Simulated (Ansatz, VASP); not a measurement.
**Nb (Nb(100)): VASP beside Ansatz**

Wanted: the spread between two codes on one cell, functional and k mesh. Valence electrons are named where the data sets of a main pair hold unlike numbers.

Program: Ansatz 0.2.0. Level of theory: plane waves, with VASP 6.6.1 beside it; band structure at r2SCAN. Results are calculated unless marked as measured.

### 1. Set-up

The cell holds 7 atoms: 7 Nb. Its edges and angles: a = 3.300 Å, b = 3.300 Å, c = 27.900 Å, α = 90.0°, β = 90.0°, γ = 90.0°. Vacuum lies along c.

### 2. VASP: band structure, r2SCAN

A single point gives forces, pressure and levels at one fixed geometry, so differences don't come from the geometry; what else differs is listed under the comparison.

Lines of VASP's logs that name or quote its potential files are left out, and so is its time.

File INCAR:

```
SYSTEM = Nb
PREC = Normal
ENCUT = 300
EDIFF = 1E-06
NELM = 120
ISMEAR = -1
SIGMA = 0.1
LREAL = .FALSE.
ALGO = Normal
METAGGA = R2SCAN
LASPH = .TRUE.
NBANDS = 58
LORBIT = 11
LWAVE = .FALSE.
LCHARG = .TRUE.
IDIPOL = 3
LDIPOL = .TRUE.
DIPOL = 0.5 0.5 0.5
LVHAR = .TRUE.
LVACPOTAV = .TRUE.
LELF = .TRUE.
NEDOS = 1500
```

File POSCAR:

```
Nb
1.0
    3.3000000000      0.0000000000      0.0000000000
    0.0000000000      3.3000000000      0.0000000000
    0.0000000000      0.0000000000     27.9000000000
Nb
7
Direct
    0.0000000000      0.0000000000      0.3225806452
    0.5000000000      0.5000000000      0.3817204301
    0.0000000000      0.0000000000      0.4408602151
    0.5000000000      0.5000000000      0.5000000000
    0.0000000000      0.0000000000      0.5591397849
    0.5000000000      0.5000000000      0.6182795699
    0.0000000000      0.0000000000      0.6774193548
```

File KPOINTS:

```
Automatic mesh
0
Gamma
12 12 1
0 0 0
```

File KPOINTS_OPT:

```
Line mode
14
Line-mode
Reciprocal
  0.50000000   0.50000000   0.00000000 M
  0.00000000   0.00000000   0.00000000 GAMMA

  0.00000000   0.00000000   0.00000000 GAMMA
  0.00000000   0.50000000   0.00000000 X

  0.00000000   0.50000000   0.00000000 X
  0.50000000   0.50000000   0.00000000 M
```

PAW data sets: Nb_pv (PBE family, release 64).

Started as:

```console
$ mpirun -np 2 vasp_std
```

Numbers of over 12 decimals in the logs are rounded to 6 here.

Log:

```text
[banner, memory and clock lines left out]
running    2 mpi-ranks, on    1 nodes
 distrk:  each k-point on    2 cores,    1 groups
 distr:  one band on    1 cores,    2 groups

 POSCAR found type information on POSCAR Nb
 POSCAR found :  1 types and       7 ions
|                                                                             |
|               ----> ADVICE to this user running VASP <----                  |
|                                                                             |
|     You enforced a specific xc type in the INCAR file but a different       |
|     [... a line on the potential file left out ...]
|     I HOPE YOU KNOW WHAT YOU ARE DOING!                                     |
|                                                                             |

 LDA part: xc-table for (None), standard interpolation
 POSCAR, INCAR and KPOINTS ok, starting setup
 FFT: planning ... GRIDC
 FFT: planning ... GRID_SOFT
 FFT: planning ... GRID
 WAVECAR not read
 entering main loop
       N       E                     dE             d eps       ncg     rms          rms(c)
DAV:   1     0.569428966935E+03    0.56943E+03   -0.32163E+04  3936   0.844E+02
DAV:   2    -0.153536814989E+03   -0.72297E+03   -0.69052E+03  3460   0.488E+02
DAV:   3    -0.195360376976E+03   -0.41824E+02   -0.38573E+02  4824   0.104E+02
DAV:   4    -0.197809747248E+03   -0.24494E+01   -0.23757E+01  4904   0.265E+01
DAV:   5    -0.197895912681E+03   -0.86165E-01   -0.85329E-01  5248   0.510E+00    0.655E+01
DAV:   6    -0.209786068005E+03   -0.11890E+02   -0.90838E+01  5238   0.672E+01    0.316E+01
DAV:   7    -0.274190692878E+03   -0.64405E+02   -0.68746E+02  5662   0.107E+02    0.388E+01
DAV:   8    -0.195471842433E+03    0.78719E+02   -0.18904E+02  4960   0.649E+01    0.253E+01
DAV:   9    -0.178749206077E+03    0.16723E+02   -0.33757E+01  5238   0.352E+01    0.144E+01
DAV:  10    -0.173574806999E+03    0.51744E+01   -0.82139E+00  5032   0.137E+01    0.137E+01
DAV:  11    -0.172495483402E+03    0.10793E+01   -0.85565E-01  5080   0.483E+00    0.121E+01
DAV:  12    -0.172398683643E+03    0.96800E-01   -0.45729E-02  4832   0.152E+00    0.114E+01
DAV:  13    -0.172411205206E+03   -0.12522E-01   -0.29795E-03  5046   0.372E-01    0.114E+01
DAV:  14    -0.171956698484E+03    0.45451E+00   -0.31507E-02  4904   0.129E+00    0.104E+01
[...]
DAV:  64    -0.169603422191E+03   -0.10543E-04   -0.27513E-07  2210   0.436E-03    0.617E-04
DAV:  65    -0.169603412039E+03    0.10152E-04   -0.19689E-07  2210   0.321E-03    0.746E-04
DAV:  66    -0.169603416432E+03   -0.43934E-05   -0.46162E-08  2036   0.172E-03    0.696E-05
DAV:  67    -0.169603413279E+03    0.31531E-05   -0.26327E-08  1898   0.117E-03    0.456E-04
DAV:  68    -0.169603415852E+03   -0.25730E-05   -0.30465E-08  1862   0.151E-03    0.181E-04
DAV:  69    -0.169603413625E+03    0.22267E-05   -0.87409E-08  2000   0.221E-03    0.558E-04
DAV:  70    -0.169603415221E+03   -0.15955E-05   -0.10663E-07  2024   0.273E-03    0.426E-04
DAV:  71    -0.169603414964E+03    0.25714E-06   -0.23127E-07  2070   0.386E-03
|                                                                             |
|           W    W    AA    RRRRR   N    N  II  N    N   GGGG   !!!           |
|           W    W   A  A   R    R  NN   N  II  NN   N  G    G  !!!           |
|           W    W  A    A  R    R  N N  N  II  N N  N  G       !!!           |
|           W WW W  AAAAAA  RRRRR   N  N N  II  N  N N  G  GGG   !            |
|           WW  WW  A    A  R   R   N   NN  II  N   NN  G    G                |
|           W    W  A    A  R    R  N    N  II  N    N   GGGG   !!!           |
|                                                                             |
|     Did not find any points to average over, which means that no vacuum     |
|     field-free region was found. Please increase the size of  your cell     |
|     in the dimension of the dipole correction to obtain accurate            |
|     workfunction values.                                                    |
|                                                                             |

   1 F= -.16960341E+03 E0= -.16945482E+03  d E =-.297188E+00
 Start KPOINTS_OPT (optional k-point list driver)
k-point batch [1-28\42]
       N       E                     dE             ncg
DAV:   1    -0.173611059444E+05   -0.45200E+05     3960
DAV:   2    -0.376197258906E+05   -0.20259E+05     3368
DAV:   3    -0.389265383967E+05   -0.13068E+04     4944
DAV:   4    -0.390138282467E+05   -0.87290E+02     4728
DAV:   5    -0.390181606446E+05   -0.43324E+01     5264
DAV:   6    -0.390183552534E+05   -0.19461E+00     5224
DAV:   7    -0.390183672427E+05   -0.11989E-01     5392
DAV:   8    -0.390183677038E+05   -0.46119E-03     4744
DAV:   9    -0.390183677388E+05   -0.34969E-04     4312
DAV:  10    -0.390183677401E+05   -0.13248E-05     3280
DAV:  11    -0.390183677404E+05   -0.21824E-06     3080
k-point batch [29-42\42]
       N       E                     dE             ncg
DAV:   1     0.109955267625E+04   -0.38912E+05     1968
DAV:   2    -0.802342997437E+04   -0.91230E+04     1706
DAV:   3    -0.859998978810E+04   -0.57656E+03     2496
DAV:   4    -0.863188502563E+04   -0.31895E+02     2432
DAV:   5    -0.863286026903E+04   -0.97524E+00     2608
DAV:   6    -0.863289647633E+04   -0.36207E-01     2608
DAV:   7    -0.863289764680E+04   -0.11705E-02     2600
DAV:   8    -0.863289770180E+04   -0.55000E-04     2328
DAV:   9    -0.863289770451E+04   -0.27119E-05     1880
DAV:  10    -0.863289770473E+04   -0.22348E-06     1552
```

From OUTCAR (step 2):

```text
ion  position               nearest neighbor table
   1  0.000  0.000  0.323-   2 2.86   2 2.86   2 2.86   2 2.86   3 3.30
   2  0.500  0.500  0.382-   1 2.86   1 2.86   1 2.86   1 2.86   3 2.86   3 2.86   3 2.86   3 2.86
                             4 3.30
   3  0.000  0.000  0.441-   4 2.86   4 2.86   4 2.86   4 2.86   2 2.86   2 2.86   2 2.86   2 2.86
                             5 3.30   1 3.30
   4  0.500  0.500  0.500-   3 2.86   5 2.86   3 2.86   5 2.86   3 2.86   5 2.86   3 2.86   5 2.86
                             2 3.30   6 3.30
   5  0.000  0.000  0.559-   4 2.86   4 2.86   4 2.86   4 2.86   6 2.86   6 2.86   6 2.86   6 2.86
                             3 3.30   7 3.30
   6  0.500  0.500  0.618-   7 2.86   7 2.86   7 2.86   7 2.86   5 2.86   5 2.86   5 2.86   5 2.86
                             4 3.30
   7  0.000  0.000  0.677-   6 2.86   6 2.86   6 2.86   6 2.86   5 3.30

  LATTYP: Found a simple tetragonal cell.
 ALAT       =     3.3000000000
 C/A-ratio  =     8.4545454545

 Subroutine GETGRP returns: Found 16 space group operations
 (whereof 16 operations were pure point group operations)

The static configuration has the point symmetry D_4h.

 Found     28 irreducible k-points:

   k-points           NKPTS =     28   k-points in BZ     NKDIM =     28   number of bands    NBANDS=     58

   dimension x,y,z NGX =    14 NGY =   14 NGZ =  120
   dimension x,y,z NGXF=    28 NGYF=   28 NGZF=  240

   ENCUT  =  300.0 eV  22.05 Ry    4.70 a.u.   4.66  4.66 39.40*2*pi/ulx,y,z

   NELECT =      77.0000    total number of electrons

 k-points in reciprocal lattice and weights: Automatic mesh
   0.00000000  0.00000000  0.00000000       0.007
   0.08333333  0.00000000  0.00000000       0.028
   0.16666667  0.00000000  0.00000000       0.028
   0.25000000  0.00000000  0.00000000       0.028
   0.33333333  0.00000000  0.00000000       0.028
   0.41666667  0.00000000  0.00000000       0.028
   0.50000000  0.00000000  0.00000000       0.014
   0.08333333  0.08333333  0.00000000       0.028
   0.16666667  0.08333333  0.00000000       0.056
[...]
0.50000000  0.41666667  0.00000000       0.028
   0.50000000  0.50000000  0.00000000       0.007

 dipolmoment           0.000000      0.000000     -0.000000 electrons x Angstroem

 average (electrostatic) potential at core
       1 -45.4090       2 -44.5473       3 -44.4145       4 -44.3860       5 -44.4145
       6 -44.5473       7 -45.4090

 E-fermi :   0.1000

 k-point     1 :       0.0000    0.0000    0.0000
  band No.  band energies     occupation
    ...
     30      -2.5988      2.00000
     31      -2.4122      2.00000
     32      -1.2139      2.00000
     33       0.1528      0.74172
     34       0.1826      0.60894
     35       0.2495      0.36614
     36       0.2971      0.24444
     37       0.2971      0.24444
     38       0.3460      0.15740
     39       0.3460      0.15740
    ...

 k-point     2 :       0.0833    0.0000    0.0000
  band No.  band energies     occupation
    ...
     33      -0.1245      1.80828
     34       0.0603      1.19586
     35       0.0874      1.06274
     36       0.0889      1.05523
     37       0.1193      0.90341
     38       0.3207      0.19820
     39       0.3290      0.18377
     40       0.4611      0.05259
     41       0.5817      0.01605
     42       0.6149      0.01153
    ...

 k-point     3 :       0.1667    0.0000    0.0000
  band No.  band energies     occupation
    ...
     35      -0.3504      1.97810
     36      -0.1382      1.83090
     37      -0.0130      1.51169
     38       0.0179      1.38875
     39       0.1434      0.78593
     40       0.2605      0.33457
     41       0.7970      0.00188
     42       0.8816      0.00081
     43       0.9481      0.00041
     44       0.9488      0.00041
    ...

  Total       -3.9318485     -3.9318485     -2.1794208      0.0000000      0.0000000     -0.0000000
  in kB      -20.7336265    -20.7336265    -11.4926344      0.0000000      0.0000000     -0.0000000
  external PRESSURE =     -17.6532958 kB  Pullay stress =       0.0000000 kB

  energy-cutoff  :      300.00
  volume of cell :      303.83
      direct lattice vectors                 reciprocal lattice vectors
     3.300000000  0.000000000  0.000000000     0.303030303  0.000000000  0.000000000
     0.000000000  3.300000000  0.000000000     0.000000000  0.303030303  0.000000000
     0.000000000  0.000000000 27.900000000     0.000000000  0.000000000  0.035842294

 POSITION                                       TOTAL-FORCE (eV/Angst)
 -----------------------------------------------------------------------------------
      0.00000      0.00000      9.00000         0.000000      0.000000      0.937006
      1.65000      1.65000     10.65000         0.000000     -0.000000     -0.934007
      0.00000      0.00000     12.30000         0.000000     -0.000000     -0.437213
      1.65000      1.65000     13.95000         0.000000      0.000000      0.000000
      0.00000      0.00000     15.60000         0.000000     -0.000000      0.437213
      1.65000      1.65000     17.25000        -0.000000      0.000000      0.934007
      0.00000      0.00000     18.90000        -0.000000      0.000000     -0.937006
 -----------------------------------------------------------------------------------
    total drift:                                0.000000      0.000000      0.000000

  FREE ENERGIE OF THE ION-ELECTRON SYSTEM (eV)
  ---------------------------------------------------
  free  energy   TOTEN  =      -169.6034149637 eV

  energy  without entropy=     -169.3062274050  energy(sigma->0) =     -169.45482118

 vacuum level on the upper side and lower side of the slab         3.815         3.815

 total charge
# of ion       s       p       d       tot
------------------------------------------
    1        0.397   6.165   2.986   9.549
    2        0.436   6.326   3.124   9.887
    3        0.430   6.319   3.164   9.913
    4        0.433   6.317   3.168   9.918
    5        0.430   6.319   3.164   9.913
    6        0.436   6.326   3.124   9.887
    7        0.397   6.165   2.986   9.549
--------------------------------------------------
tot          2.960  43.939  21.718  68.617

[... 3 further parts left out ...]
```

This run has no spin polarisation. Its electron count is odd, so without a moment it is a metal by construction. The PAW data sets were made with PBE, which is usual practice but a small mismatch for other functionals.

[end of part 1 of 2]

[Lines on the potential files, build, host, timing and source positions are cut from VASP's logs without a mark.]

[Logs are printed without paths, hosts, clocks, repeated set-up lines and the standing remarks that a program may print on its own settings, such as how far it seeks lower states.]

[Hosts, paths, dates, database ids (printed as entryN), source tags and the programs' standing remarks are cut or masked in the printed files.]
